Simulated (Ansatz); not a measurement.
Gas-phase electronic energies from Ansatz, PBE0-D4/def2-TZVP geometries. CBS: MP2 limit from def2 TZ/QZ plus the TZ coupled-cluster correction, frozen cores. This one scheme is used for every species. Functionals use def2-TZVPP. Each species was taken in one conformer, which may not be the lowest.

Consider the formal exchange of groups at a B–H bond: `FBF` + `CC(=O)OBF` → `FBB(F)F` + `CC(=O)O`.

CCSD(T)/CBS gives +36.4 kcal/mol.

Problem. Another level gave +36.3 kcal/mol. Which?
A. PBE0-D4/def2-TZVPP
B. BHLYP/def2-TZVPP
C. PBE-QIDH/def2-TZVPP
D. PBE/def2-TZVPP

Solution. C. PBE-QIDH 36.3, PBE 32.7, PBE0-D4 34.4, BHLYP 37.6 kcal/mol.

Largest T1 diagnostic among the species: 0.015.

From PBE to PBE0 (25 % exact exchange), in def2-TZVPP and without D4, ΔE moves by +1.5 kcal/mol. At CCSD(T), def2-SVP lies +3.1 kcal/mol from the extrapolated value and def2-TZVPP +0.3 kcal/mol. In def2-TZVPP, CCSD(T) changes the Hartree–Fock value by −2.3 kcal/mol (the triples alone add −0.1 kcal/mol) and MP2 by −1.1 kcal/mol.

CCSD(T)/CBS has its own doubt, a few kJ/mol and more with outer-core shells, so smaller differences from it don't rank the levels.
